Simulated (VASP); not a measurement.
# GaN: relaxation of shape and atoms at fixed volume with PBE+D3(BJ)

Crystal: GaN.

```xyz
4
Lattice="3.2583 0.0000 0.0000 -1.6292 2.8218 0.0000 0.0000 0.0000 5.3111" Properties=species:S:1:pos:R:3 pbc="T T T"
Ga    0.0000    1.8812    5.3069
Ga    1.6292    0.9406    2.6514
N     0.0000    1.8812    1.9959
N     1.6292    0.9406    4.6514
```

The cell isn't the ideal one: a relaxed cell with its volume scaled by 1.06.

```yaml
Program: VASP 6.6.1
Task: relaxation of shape and atoms at fixed volume
Functional: PBE
Dispersion: D3(BJ)
Potentials_or_basis: VASP PAW PBE potentials, release 64 (Ga_d, N)
Cutoff: 600 eV
k_mesh: 12 × 12 × 5
Occupations: gaussian, width 0.03 eV
Spin: no spin polarisation
Further_INCAR_settings: ALGO = Normal; EDIFF = 1e-07; IBRION = 2; EDIFFG = -0.01; NSW = 40; ISIF = 4
```

```
Pressure after relaxing      : -9.2 GPa
Largest force after relaxing : 0.009 eV/Å
Band gap on the k mesh       : 1.46 eV, direct
Dispersion energy per atom   : -0.237 eV
```

Forces in eV/Å, atoms in the order of the input:
```
Ga   0.000  0.000 -0.009
Ga   0.000  0.000 -0.009
N    0.000  0.000  0.009
N    0.000  0.000  0.009
```

Final structure:
```yaml
crystal:
  lattice:
    - [3.25835, 0.00000, 0.00000]
    - [-1.62917, 2.82181, 0.00000]
    - [0.00000, 0.00000, 5.31111]
  atoms:
    - { symbol: Ga, position: [0.33333, 0.66667, 0.99921] }
    - { symbol: Ga, position: [0.66667, 0.33333, 0.49921] }
    - { symbol: N, position: [0.33333, 0.66667, 0.37579] }
    - { symbol: N, position: [0.66667, 0.33333, 0.87579] }
```

Levels at points of the mesh, in eV from the valence-band top:
```tsv
k point	band 14	band 15	band 16	band 17	band 18	band 19	band 20	band 21	band 22
(0.00, 0.00, 0.00)	-0.95	-0.95	-0.04	0.00	0.00	1.46	3.83	8.80	9.52
(0.50, 0.00, 0.00)	-5.07	-3.91	-2.51	-2.01	-0.92	4.87	5.13	5.89	8.04
```

It took 2.2 min on 1 thread of Intel(R) Xeon(R) Platinum 8259CL CPU @ 2.50GHz (Skylake/Cascade Lake), with other jobs on the host, peak memory 0.22 GiB.

Caveat: the relaxation stopped at its first step, so nothing moved.
